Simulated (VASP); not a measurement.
# CClH3 in VASP: notebook, part 2 of 2

VASP 6.6.1. Earlier steps stand in the parts before.

## (5) Single point, RPBE+D3(BJ)

File INCAR:

```
ALGO = Normal ; EDIFF = 1E-6
ENCUT = 400 ; GGA = RP
ISIF = 2 ; ISMEAR = 0
ISYM = 0 ; IVDW = 12
LASPH = T ; LCHARG = F
LREAL = F ; LWAVE = F
NBANDS = 15 ; NELM = 60
PREC = Accurate ; SIGMA = 0.01
```

File KPOINTS:

```
k-points
0
Gamma
  1 1 1
```

File POSCAR:

```
H3CCl                                   
1.0
   12.7670747303      0.0000000000      0.0000000000
    0.0000000000     13.2670747303      0.0000000000
    0.0000000000      0.0000000000     13.7670747303
  C               Cl              H             
     1     1     3
Selective dynamics
Direct
     0.4970414396999985    0.5134837255000022    0.4949221529999974   F   F   F
     0.5319454503142702    0.3988868809119202    0.5548219480017531   T   T   T
     0.5552280380073201    0.5709899675184384    0.5135229432457831   T   T   T
     0.4191307765296371    0.5362347447375754    0.5199742775278416   T   T   T
     0.4964907305613198    0.4997974982495885    0.4164725656523024   T   T   T
```

Potentials or basis: VASP PAW PBE potentials, release 64 (C, Cl, H).

Launch:

```
$ cat potpaw_PBE.64/C/POTCAR potpaw_PBE.64/Cl/POTCAR potpaw_PBE.64/H/POTCAR > POTCAR
$ mpirun -np 4 vasp_gam > vasp.out
```

OUTCAR:

```text
EDIFF = 1E-6
   ENCUT = 400
   GGA = RP
   ISIF = 2
   ISMEAR = 0
   ISYM = 0
   IVDW = 12
   LASPH = T
   LREAL = F
   NELM = 60
   PREC = Accurate
 IVDW          = 12

 ion  position               nearest neighbor table
   1  0.497  0.513  0.495-   5 1.10   4 1.10   3 1.10   2 1.79
   2  0.532  0.399  0.555-   1 1.79
   3  0.555  0.571  0.514-   1 1.10
   4  0.419  0.536  0.520-   1 1.10
   5  0.496  0.500  0.416-   1 1.10

IMPORTANT INFORMATION: All symmetrisations will be switched off!
NOSYMM: (Re-)initialisation of all symmetry stuff for point group C_1.

----------------------------------------------------------------------------------------

                                     Primitive cell

  volume of cell :    2331.8910

  direct lattice vectors                    reciprocal lattice vectors
    12.767074730  0.000000000  0.000000000     0.078326478  0.000000000  0.000000000
     0.000000000 13.267074730  0.000000000     0.000000000  0.075374566  0.000000000
     0.000000000  0.000000000 13.767074730     0.000000000  0.000000000  0.072637072

  length of vectors
    12.767074730 13.267074730 13.767074730     0.078326478  0.075374566  0.072637072

  position of ions in fractional coordinates (direct lattice)
     0.497041440  0.513483726  0.494922153
     0.531945450  0.398886881  0.554821948
     0.555228038  0.570989968  0.513522943
     0.419130777  0.536234745  0.519974278
     0.496490731  0.499797498  0.416472566

  ion indices of the primitive-cell ions
   primitive index   ion index
                 1           1
                 2           2
                 3           3
                 4           4
                 5           5

----------------------------------------------------------------------------------------

 KPOINTS: k-points

Automatic generation of k-mesh.
 Grid dimensions read from file:
 generate k-points for:    1    1    1

 Generating k-lattice:

  Cartesian coordinates                     Fractional coordinates (reciprocal lattice)
     0.078326478  0.000000000  0.000000000     1.000000000  0.000000000  0.000000000
     0.000000000  0.075374566  0.000000000     0.000000000  1.000000000  0.000000000
     0.000000000  0.000000000  0.072637072     0.000000000  0.000000000  1.000000000

  Length of vectors
     0.078326478  0.075374566  0.072637072

  Shift w.r.t. Gamma in fractional coordinates (k-lattice)
     0.000000000  0.000000000  0.000000000

 Subroutine IBZKPT returns following result:
 ===========================================

 Found      1 irreducible k-points:

 Following reciprocal coordinates:
            Coordinates               Weight
  0.000000  0.000000  0.000000      1.000000
   k-points           NKPTS =      1   k-points in BZ     NKDIM =      1   number of bands    NBANDS=     16
   number of dos      NEDOS =    301   number of ions     NIONS =      5
   total plane-waves  NPLWV = 680400
   dimension x,y,z NGX =    84 NGY =   90 NGZ =   90
   dimension x,y,z NGXF=   168 NGYF=  180 NGZF=  180
   ions per type =               1   1   3
   NGX,Y,Z   is equivalent  to a cutoff of  10.94, 11.28, 10.87 a.u.
   NGXF,Y,Z  is equivalent  to a cutoff of  21.88, 22.56, 21.74 a.u.
 SYSTEM =  unknown system
   PREC   = accura    normal or accurate (medium, high low for compatibility)
   ISTART =      0    job   : 0-new  1-cont  2-samecut
   ICHARG =      2    charge: 1-file 2-atom 10-const
   ISPIN  =      1    spin polarized calculation?
   LNONCOLLINEAR =      F non collinear calculations
   LSORBIT =      F    spin-orbit coupling
   LASPH  =      T    aspherical Exc in radial PAW
   ENCUT  =  400.0 eV  29.40 Ry    5.42 a.u.  20.82 21.64 22.45*2*pi/ulx,y,z
   NELM   =     60;   NELMIN=  2; NELMDL= -5     # of ELM steps
   EDIFF  = 0.1E-05   stopping-criterion for ELM
   LREAL  =      F    real-space projection
   EDIFFG = 0.1E-04   stopping-criterion for IOM
   NSW    =      0    number of steps for IOM
   IBRION =     -1    ionic relax: 0-MD 1-quasi-New 2-CG
   NFREE  =      0    steps in history (QN), initial steepest desc. (CG)
   ISIF   =      2    stress and relaxation
   ISYM   =      0    0-nonsym 1-usesym 2-fastsym
   POTIM  = 0.5000    time-step for ionic-motion
   TEBEG  =    0.0;   TEEND  =   0.0 temperature during run
   PSTRESS=    0.0 pullay stress
   NELECT =      14.0000    total number of electrons
   NUPDOWN=      -1.0000    fix difference up-down
   EMIN   =  10.00;   EMAX   =-10.00  energy-range for DOS
   EFERMI =   0.00;   METHOD = LEGACY
   ISMEAR =     0;   SIGMA  =   0.01  broadening in eV -4-tet -1-fermi 0-gaus
   EFERMI_NEDOS =   21; number of points for ismear=-14 and -15
   IALGO  =     38    algorithm
   IMIX   =      4    mixing-type and parameters
     AMIX     =   0.40;   BMIX     =  1.00
     AMIX_MAG =   1.60;   BMIX_MAG =  1.00
  volume/ion in A,a.u.               =     466.38      3147.28
  Fermi-wavevector in a.u.,A,eV,Ry     =   0.297542  0.562273  1.204540  0.088531
  Thomas-Fermi vector in A             =   1.163129
   LORBIT       =      0    0 simple, 1 ext, 2 COOP (PROOUT), +10 PAW based schemes
   GGA     = RP    functional components
   LHFCALC =     F    Hartree Fock is set to
   AEXX    =    0.0000 exact exchange contribution
   IVDW    =    12    specifies the selected vdW correction
   LEPSILON=     F    determine dielectric tensor
   LRPA    =     F    only Hartree local field effects (RPA)
 non-spin polarized calculation
 Gauss-broadening in eV      SIGMA  =   0.01
  energy-cutoff  :      400.00
  volume of cell :     2331.89
 maximum number of plane-waves:     21158
 NGX is ok and might be reduce to    84
   NGX = 41   NGY = 43   NGZ = 45

 number of electron      14.0000002 magnetization

 Free energy of the ion-electron system (eV)
  ---------------------------------------------------
  ext. energy  EPLUGINS =         0.00000000
  ---------------------------------------------------
  free energy    TOTEN  =       -22.21374928 eV

  energy without entropy =      -22.21374928  energy(sigma->0) =      -22.21374928

 E-fermi :  -6.8759     XC(G=0):  -0.4622

 val. band max:       -6.9270457167   @ k =   0.0000   0.0000   0.0000
 cond. band min:      -0.7595195576   @ k =   0.0000   0.0000   0.0000
 fundamental gap:      6.1675261591
 Fermi energy:        -6.8759051275

 k-point     1 :       0.0000    0.0000    0.0000
  band No.  band energies     occupation
      1     -21.1574      2.00000
      2     -16.6263      2.00000
      3     -10.8169      2.00000
      4     -10.8167      2.00000
      5     -10.1092      2.00000
      6      -6.9272      2.00000
      7      -6.9270      2.00000
      8      -0.7595      0.00000
      9      -0.3491      0.00000
     10       0.4141      0.00000
     11       0.4435      0.00000
     12       0.4944      0.00000
     13       0.7442      0.00000
     14       0.7947      0.00000
     15       0.8544      0.00000
     16       1.2450      0.00000

------------------------ aborting loop because EDIFF is reached ----------------------------------------

 Edisp (eV)   -0.36108

 E8    (eV) :    -0.1668

  FORCE on cell =-STRESS in cart. coord.  units (eV):
  Direction    XX          YY          ZZ          XY          YZ          ZX
  --------------------------------------------------------------------------------------
  -------------------------------------------------------------------------------------
  Total      -0.32317    -0.26578    -0.30740    -0.02099    -0.03787     0.01115
  in kB      -0.22204    -0.18261    -0.21121    -0.01442    -0.02602     0.00766
  external pressure =       -0.21 kB  Pullay stress =        0.00 kB

 VOLUME and BASIS-vectors are now :
 -----------------------------------------------------------------------------
  energy-cutoff  :      400.00
  volume of cell :     2331.89
      direct lattice vectors                 reciprocal lattice vectors
    12.767074730  0.000000000  0.000000000     0.078326478  0.000000000  0.000000000
     0.000000000 13.267074730  0.000000000     0.000000000  0.075374566  0.000000000
     0.000000000  0.000000000 13.767074730     0.000000000  0.000000000  0.072637072

 POSITION                                       TOTAL-FORCE (eV/Angst)
 -----------------------------------------------------------------------------------
      6.34577      6.81243      6.81363        -0.011701      0.038998     -0.021271
      6.79139      5.29206      7.63828         0.013179     -0.043476      0.023764
      7.08864      7.57537      7.06971        -0.000225      0.001896     -0.000607
      5.35107      7.11427      7.15852        -0.000995      0.001364     -0.000670
      6.33873      6.63085      5.73361        -0.000259      0.001219     -0.001216
 -----------------------------------------------------------------------------------
    total drift:                                0.000501      0.000457     -0.000216

  FREE ENERGIE OF THE ION-ELECTRON SYSTEM (eV)
  ---------------------------------------------------
  free  energy   TOTEN  =       -22.5748248582 eV

  energy  without entropy=      -22.5748248582  energy(sigma->0) =      -22.57482486
```

Wall time 18 s (4 MPI ranks of Intel Xeon 6975P-C (Granite Rapids), shared host); peak memory 0.44 GiB.

What came out:

```yaml
Free_energy: -22.5748 eV
Largest_force: 0.051 eV/Å
Gap_between_the_frontier_levels: 6.17 eV
Dispersion_energy_per_atom: -0.072 eV
```

Forces on the atoms (eV/Å):
```
C   -0.012  0.039 -0.021
Cl   0.013 -0.043  0.024
H    0.000  0.002 -0.001
H   -0.001  0.001 -0.001
H    0.000  0.001 -0.001
```

Caveat: the cutoff is under 1.25 times the usual one of these potentials, so pressure, stress and relaxed cells hold a basis-set (Pulay) error; the PAW data sets were made with another functional, which shifts forces and pressure a little.

## (6) The runs side by side

```tsv
task	level	cell	atoms held fixed (from 0)	gap on the mesh (eV)	largest force (eV/Å)
relaxation of the atoms	PBE+D3(BJ)	atoms relaxed	[0]	6.23	-
single point	PBE	as given	-	6.23	0.06
single point	RPBE	as given	-	6.17	0.19
single point	RPBE+D3(BJ)	as given	-	6.17	0.05
```

Alike in all rows: potentials or basis VASP PAW PBE potentials, release 64 (C, Cl, H); no spin polarisation; k mesh 1 × 1 × 1; cutoff (eV) 400; smearing gaussian 0.01 eV.

On the cell as given the gap runs from 6.17 eV (RPBE) to 6.23 eV (PBE).

Caveats: the cutoff is under 1.25 times the usual one of these potentials, so pressure, stress and relaxed cells hold a basis-set (Pulay) error; the PAW data sets were made with another functional, which shifts forces and pressure a little (some runs).

Absolute energies hang on the potentials; compare differences alone.
